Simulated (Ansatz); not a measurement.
## Response to strain in ZrO2

Take ZrO$_{2}$ (space group P2_1/c, No. 14) as the base.

```yaml
crystal:
  lattice:
    - [5.18930, 0.00000, 0.00000]
    - [0.00000, 5.24180, 0.00000]
    - [-0.90344, 0.00000, 5.30261]
  atoms:
    - { symbol: Zr, position: [0.27571, 0.04384, 0.21016] }
    - { symbol: Zr, position: [0.72429, 0.54384, 0.28984] }
    - { symbol: Zr, position: [0.72429, 0.95616, 0.78984] }
    - { symbol: Zr, position: [0.27571, 0.45616, 0.71016] }
    - { symbol: O, position: [0.06488, 0.32613, 0.35022] }
    - { symbol: O, position: [0.93512, 0.82613, 0.14978] }
    - { symbol: O, position: [0.93512, 0.67387, 0.64978] }
    - { symbol: O, position: [0.06488, 0.17387, 0.85022] }
    - { symbol: O, position: [0.45109, 0.75674, 0.47528] }
    - { symbol: O, position: [0.54891, 0.25674, 0.02472] }
    - { symbol: O, position: [0.54891, 0.24326, 0.52472] }
    - { symbol: O, position: [0.45109, 0.74326, 0.97528] }
```

Cartesian axes are those of the cell as printed.

Strains are applied to the cell and any free atomic positions relax; under biaxial strain the out-of-plane vector relaxes too; under stress the whole cell relaxes.

Computed with PBE in Ansatz (plane waves to 420 eV, PAW, without spin-orbit coupling), earlier PAW set.

Notes on the quantities. energy relative to the base: free energy F.

```json
[
 {"change": "base", "band gap": "3.66 eV", "smallest direct gap": "3.72 eV", "energy relative to the base": "0 meV/atom", "volume per atom": "12.02 Å³"},
 {"change": "biaxial strain −0.95 %, plane normal [001], relaxed out of plane", "band gap": "3.74 eV", "smallest direct gap": "3.79 eV", "energy relative to the base": "+2.5 meV/atom", "volume per atom": "11.90 Å³"},
 {"change": "biaxial strain −0.89 %, plane normal [001], relaxed out of plane", "band gap": "3.73 eV", "smallest direct gap": "3.79 eV", "energy relative to the base": "+2.2 meV/atom", "volume per atom": "11.91 Å³"},
 {"change": "biaxial strain −0.86 %, plane normal [001], relaxed out of plane", "band gap": "3.73 eV", "smallest direct gap": "3.79 eV", "energy relative to the base": "+2.0 meV/atom", "volume per atom": "11.91 Å³"},
 {"change": "uniaxial strain ε_xx = +2.93 %", "band gap": "3.62 eV", "smallest direct gap": "3.70 eV", "energy relative to the base": "+9.8 meV/atom", "volume per atom": "12.37 Å³"},
 {"change": "uniaxial strain ε_yy = +5.80 %", "band gap": "3.63 eV", "smallest direct gap": "3.78 eV", "energy relative to the base": "+38 meV/atom", "volume per atom": "12.72 Å³"},
 {"change": "uniaxial stress, 8 GPa tension along x", "band gap": "3.56 eV", "smallest direct gap": "3.65 eV", "energy relative to the base": "+11 meV/atom", "volume per atom": "12.21 Å³"},
 {"change": "uniaxial stress, 2 GPa compression along z", "band gap": "3.62 eV", "smallest direct gap": "3.69 eV", "energy relative to the base": "+0.8 meV/atom", "volume per atom": "11.96 Å³"}
]
```

Beyond what the load breaks, stability against distortions was not tested.

Ansatz is a quantum-chemistry and plane-wave program.
